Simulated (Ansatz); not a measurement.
# Energy landscape near a ZrC structure

The calculation used Ansatz, DFT PBE, scalar-relativistic, plane waves, PAW.

Cutoff 420 eV; k points 12×12×8 on the computed 4-atom cell (Γ-centred); Gaussian smearing, width 0.10 eV; no spin polarisation.

Reference cell:

```yaml
crystal:
  lattice:
    - [3.39148, 0.00000, 0.00000]
    - [-1.69574, 2.93710, 0.00000]
    - [0.00000, 0.00000, 5.29005]
  atoms:
    - { symbol: Zr, position: [0.33333, 0.66667, 0.25000] }
    - { symbol: Zr, position: [0.66667, 0.33333, 0.75000] }
    - { symbol: C, position: [0.00000, 0.00000, 0.00000] }
    - { symbol: C, position: [0.00000, 0.00000, 0.50000] }
```

Each variant moves atoms of this cell by the vectors given, if any (Å), and then applies a symmetric strain (tensor components, Cartesian axes). The reference cell isn't relaxed at this level. Energies are per atom at zero smearing, counted from the lowest variant. Pressure is positive in compression.

1. strain (xx yy zz yz xz xy, %) 6.97 6.97 -2.03 0.00 0.00 0.00; moves: Zr1 (0.000, 0.000, -0.021); Zr2 (0.000, 0.000, 0.010); C3 (0.000, 0.000, 0.044); C4 (0.000, 0.000, -0.033)
2. no strain; moves: C3 (0.000, 0.090, 0.000)
3. strain (xx yy zz yz xz xy, %) 2.21 -0.31 -1.27 -0.08 0.00 0.00; moves: Zr1 (0.024, 0.012, -0.010); Zr2 (0.024, -0.012, 0.010); C3 (-0.044, 0.000, 0.000); C4 (-0.003, 0.000, 0.000)
4. strain (xx yy zz yz xz xy, %) 3.26 8.29 1.32 0.00 0.00 0.00; moves: Zr1 (0.000, -0.041, -0.086); Zr2 (0.000, 0.041, -0.086); C3 (0.000, -0.330, 0.086); C4 (0.000, 0.330, 0.086)
5. no strain; moves: C3 (0.090, 0.000, 0.000)
6. strain (xx yy zz yz xz xy, %) -1.66 -1.66 -0.16 0.00 0.00 0.00; moves: Zr1 (0.000, 0.000, -0.034); Zr2 (0.000, 0.000, 0.020); C3 (0.000, 0.000, 0.038); C4 (0.000, 0.000, -0.024)

Question: Order the variants by energy, lowest first.

Answer: 2 (0.0 meV/atom), 5 (0.0 meV/atom), 6 (3.8 meV/atom), 3 (7.4 meV/atom), 1 (168.7 meV/atom), 4 (350.6 meV/atom). Neighbours within 1 meV/atom are level.

Question: Order them by pressure, highest first.

Answer: 6 (5.95 GPa), 5 (-1.94 GPa), 2 (-1.94 GPa), 3 (-3.39 GPa), 4 (-13.06 GPa), 1 (-21.48 GPa).

This form isn't the usual stable structure of the compound.